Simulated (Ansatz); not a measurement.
This is a relaxation of cell and atoms with the PAW code Ansatz on a 4-atom cell of F (C2/m) from a materials database; the level of theory is r2SCAN+rVV10. The starting cell comes from a relaxation with PBE-D3(BJ).

```yaml
crystal:
  lattice:
    - [2.951544426, -1.6712996269, -0.0089579948]
    - [2.951544426, 1.6712996269, -0.0089579948]
    - [-2.365068873, 0.0, 7.0523740187]
  atoms:
    - { symbol: F, position: [0.5003241197, 0.5003241197, 0.4048985611] }
    - { symbol: F, position: [0.0779792521, 0.0779792521, 0.0949457065] }
    - { symbol: F, position: [0.4996758803, 0.4996758803, 0.5951014389] }
    - { symbol: F, position: [0.9220207479, 0.9220207479, 0.9050542935] }
kpoints:
  mp_grid: { grid: [8, 8, 4] }
hamiltonian:
  xc: r2scan
  dispersion: rvv10
scf:
  occupations: { method: fermi_dirac, width: 0.02 }
relax:
  f_tol: 0.005
  cell: {}
```

The trajectory has 16 recorded frames, each with positions in Å and forces in eV/Å. The last, and any step after a large change of cell, is solved on a basis re-selected at its cell; pressure is positive in compression.

Step 1: energy 0.0 meV/atom from step 1, largest force component 0.587 eV/Å, pressure -2.32 GPa
```xyz
4
Lattice="2.9515 -1.6713 -0.0090 2.9515 1.6713 -0.0090 -2.3651 0.0000 7.0524" Properties=species:S:1:pos:R:3:forces:R:3 pbc="T T T"
F     1.9958    0.0000    2.8465   -0.1965    0.0000    0.5795
F     0.2358    0.0000    0.6682   -0.1975    0.0000   -0.5867
F     1.5422    0.0000    4.1879    0.1965    0.0000   -0.5795
F     3.3023    0.0000    6.3663    0.1975    0.0000    0.5867
```

Step 2: energy -10.1 meV/atom from step 1, largest force component 0.328 eV/Å, pressure -1.80 GPa
```xyz
4
Lattice="2.8803 -1.6340 -0.0077 2.8803 1.6340 -0.0077 -2.3055 0.0000 6.8955" Properties=species:S:1:pos:R:3:forces:R:3 pbc="T T T"
F     1.9983    0.0000    2.7900   -0.1437    0.0000    0.3025
F     0.2857    0.0000    0.6446   -0.1540    0.0000   -0.3279
F     1.4568    0.0000    4.0900    0.1437    0.0000   -0.3025
F     3.1694    0.0000    6.2354    0.1540    0.0000    0.3279
```

Step 3: energy -22.5 meV/atom from step 1, largest force component 0.451 eV/Å, pressure +0.76 GPa
```xyz
4
Lattice="2.7358 -1.5646 -0.0097 2.7358 1.5646 -0.0097 -2.1952 0.0000 6.6185" Properties=species:S:1:pos:R:3:forces:R:3 pbc="T T T"
F     1.8731    0.0000    2.6460    0.1550    0.0000   -0.3694
F     0.2587    0.0000    0.6441    0.1953    0.0000    0.4508
F     1.4032    0.0000    3.9531   -0.1550    0.0000    0.3694
F     3.0177    0.0000    5.9550   -0.1953    0.0000   -0.4508
```

Step 4 (rejected): energy -22.5 meV/atom from step 1, largest force component 0.599 eV/Å, pressure -0.60 GPa
```xyz
4
Lattice="2.5920 -1.4889 -0.0071 2.5920 1.4889 -0.0071 -2.0744 0.0000 6.4101" Properties=species:S:1:pos:R:3:forces:R:3 pbc="T T T"
F     1.8334    0.0000    2.5487   -0.2062    0.0000    0.4540
F     0.3025    0.0000    0.6432   -0.3034    0.0000   -0.5993
F     1.2762    0.0000    3.8472    0.2062    0.0000   -0.4540
F     2.8071    0.0000    5.7528    0.3034    0.0000    0.5993
```

Step 5: energy -26.6 meV/atom from step 1, largest force component 0.197 eV/Å, pressure -0.70 GPa
```xyz
4
Lattice="2.6737 -1.5290 -0.0101 2.6737 1.5290 -0.0101 -2.1463 0.0000 6.6514" Properties=species:S:1:pos:R:3:forces:R:3 pbc="T T T"
F     1.8468    0.0000    2.6585   -0.0508    0.0000    0.1463
F     0.2583    0.0000    0.6542   -0.0649    0.0000   -0.1966
F     1.3543    0.0000    3.9728    0.0508    0.0000   -0.1463
F     2.9428    0.0000    5.9771    0.0649    0.0000    0.1966
```

Question: Estimate where the relaxation ends.

Answer:
Step 6: energy -27.6 meV/atom from step 1, largest force component 0.078 eV/Å, pressure -0.28 GPa
```xyz
4
Lattice="2.6435 -1.5107 -0.0110 2.6435 1.5107 -0.0110 -2.1241 0.0000 6.7163" Properties=species:S:1:pos:R:3:forces:R:3 pbc="T T T"
F     1.8074    0.0000    2.6846    0.0110    0.0000    0.0298
F     0.2505    0.0000    0.6554   -0.0273    0.0000   -0.0780
F     1.3556    0.0000    4.0097   -0.0110    0.0000   -0.0298
F     2.9124    0.0000    6.0389    0.0273    0.0000    0.0780
```

Step 7: energy -28.1 meV/atom from step 1, largest force component 0.008 eV/Å, pressure -0.02 GPa
```xyz
4
Lattice="2.6336 -1.4929 -0.0017 2.6336 1.4929 -0.0017 -2.0939 0.0000 6.7177" Properties=species:S:1:pos:R:3:forces:R:3 pbc="T T T"
F     1.8297    0.0000    2.7011   -0.0045    0.0000   -0.0080
F     0.2498    0.0000    0.6542    0.0063    0.0000    0.0041
F     1.3435    0.0000    4.0132    0.0045    0.0000    0.0080
F     2.9234    0.0000    6.0601   -0.0063    0.0000   -0.0041
```

Step 8: energy -28.2 meV/atom from step 1, largest force component 0.011 eV/Å, pressure 0.00 GPa
```xyz
4
Lattice="2.6249 -1.4954 -0.0055 2.6249 1.4954 -0.0055 -2.0962 0.0000 6.7084" Properties=species:S:1:pos:R:3:forces:R:3 pbc="T T T"
F     1.8150    0.0000    2.6907    0.0011    0.0000    0.0049
F     0.2520    0.0000    0.6537   -0.0034    0.0000   -0.0114
F     1.3386    0.0000    4.0066   -0.0011    0.0000   -0.0049
F     2.9017    0.0000    6.0437    0.0034    0.0000    0.0114
```

Step 9: energy -28.2 meV/atom from step 1, largest force component 0.011 eV/Å, pressure -0.01 GPa
```xyz
4
Lattice="2.6192 -1.4982 -0.0012 2.6192 1.4982 -0.0012 -2.0812 0.0000 6.7077" Properties=species:S:1:pos:R:3:forces:R:3 pbc="T T T"
F     1.8171    0.0000    2.6948   -0.0004    0.0000    0.0066
F     0.2516    0.0000    0.6538   -0.0041    0.0000   -0.0107
F     1.3402    0.0000    4.0106    0.0004    0.0000   -0.0066
F     2.9057    0.0000    6.0515    0.0041    0.0000    0.0107
```

Step 10 (rejected): energy -28.1 meV/atom from step 1, largest force component 0.057 eV/Å, pressure +0.10 GPa
```xyz
4
Lattice="2.6156 -1.5001 -0.0088 2.6156 1.5001 -0.0088 -2.0965 0.0000 6.7267" Properties=species:S:1:pos:R:3:forces:R:3 pbc="T T T"
F     1.8124    0.0000    2.6994   -0.0055    0.0000   -0.0144
F     0.2447    0.0000    0.6553    0.0320    0.0000    0.0575
F     1.3222    0.0000    4.0097    0.0055    0.0000    0.0144
F     2.8899    0.0000    6.0538   -0.0320    0.0000   -0.0575
```

Step 11: energy -28.2 meV/atom from step 1, largest force component 0.003 eV/Å, pressure 0.00 GPa
```xyz
4
Lattice="2.6173 -1.4997 -0.0052 2.6173 1.4997 -0.0052 -2.0892 0.0000 6.7165" Properties=species:S:1:pos:R:3:forces:R:3 pbc="T T T"
F     1.8128    0.0000    2.6959    0.0009    0.0000   -0.0033
F     0.2519    0.0000    0.6535   -0.0002    0.0000    0.0001
F     1.3326    0.0000    4.0102   -0.0009    0.0000    0.0033
F     2.8935    0.0000    6.0526    0.0002    0.0000   -0.0001
```

Step 12: energy -22.9 meV/atom from step 1, largest force component 0.004 eV/Å, pressure +0.02 GPa
```xyz
4
Lattice="2.6173 -1.4997 -0.0052 2.6173 1.4997 -0.0052 -2.0892 0.0000 6.7165" Properties=species:S:1:pos:R:3:forces:R:3 pbc="T T T"
F     1.8128    0.0000    2.6959   -0.0014    0.0000   -0.0045
F     0.2519    0.0000    0.6535   -0.0019    0.0000    0.0014
F     1.3326    0.0000    4.0102    0.0014    0.0000    0.0045
F     2.8935    0.0000    6.0526    0.0019    0.0000   -0.0014
```

Step 13: energy -23.0 meV/atom from step 1, largest force component 0.023 eV/Å, pressure +0.06 GPa
```xyz
4
Lattice="2.6035 -1.4925 -0.0044 2.6035 1.4925 -0.0044 -2.0762 0.0000 6.7607" Properties=species:S:1:pos:R:3:forces:R:3 pbc="T T T"
F     1.8011    0.0000    2.7172   -0.0040    0.0000   -0.0019
F     0.2417    0.0000    0.6569    0.0114    0.0000    0.0230
F     1.3298    0.0000    4.0347    0.0040    0.0000    0.0019
F     2.8892    0.0000    6.0950   -0.0114    0.0000   -0.0230
```

Step 14: energy -22.9 meV/atom from step 1, largest force component 0.013 eV/Å, pressure +0.01 GPa
```xyz
4
Lattice="2.5998 -1.4911 -0.0040 2.5998 1.4911 -0.0040 -2.0723 0.0000 6.7838" Properties=species:S:1:pos:R:3:forces:R:3 pbc="T T T"
F     1.7955    0.0000    2.7279    0.0027    0.0000   -0.0127
F     0.2399    0.0000    0.6581   -0.0022    0.0000   -0.0097
F     1.3319    0.0000    4.0478   -0.0027    0.0000    0.0127
F     2.8874    0.0000    6.1177    0.0022    0.0000    0.0097
```

Step 15: energy -22.9 meV/atom from step 1, largest force component 0.001 eV/Å, pressure 0.00 GPa
```xyz
4
Lattice="2.5993 -1.4921 -0.0047 2.5993 1.4921 -0.0047 -2.0735 0.0000 6.7859" Properties=species:S:1:pos:R:3:forces:R:3 pbc="T T T"
F     1.7932    0.0000    2.7277    0.0000    0.0000    0.0011
F     0.2405    0.0000    0.6577   -0.0002    0.0000   -0.0001
F     1.3321    0.0000    4.0488    0.0000    0.0000   -0.0011
F     2.8847    0.0000    6.1188    0.0002    0.0000    0.0001
```

Step 16: energy -23.1 meV/atom from step 1, largest force component 0.001 eV/Å, pressure -0.01 GPa
```xyz
4
Lattice="2.5993 -1.4921 -0.0047 2.5993 1.4921 -0.0047 -2.0735 0.0000 6.7859" Properties=species:S:1:pos:R:3:forces:R:3 pbc="T T T"
F     1.7932    0.0000    2.7277    0.0000    0.0000   -0.0001
F     0.2405    0.0000    0.6577   -0.0002    0.0000    0.0010
F     1.3321    0.0000    4.0488    0.0000    0.0000    0.0001
F     2.8847    0.0000    6.1188    0.0002    0.0000   -0.0010
```

The walk took 14 steps and changed the volume by -24.3 %. The last SCF, on a fresh basis, lies 23.1 meV an atom below the first. At the end: it is monoclinic, C2/m (No. 12); a = 5.199 Å, b = 2.984 Å, c = 7.096 Å, β = 107.1° in the conventional setting, 13.15 Å³ an atom. F is surrounded by 1 F at 1.40 Å.

Command: `ansatz run input.yaml --threads 2 --pin off --max-ram 2211MiB --backend cpu --events-out ev --progress --plain --runs-dir out`.

Question: It ran on 2 threads of Arm Neoverse V1 (shared host). About how long did it take, and how much host memory at the peak?

Answer: About 2.1 min, with a peak of 0.67 GiB.

Spin-unpolarised throughout; all numbers are computed.
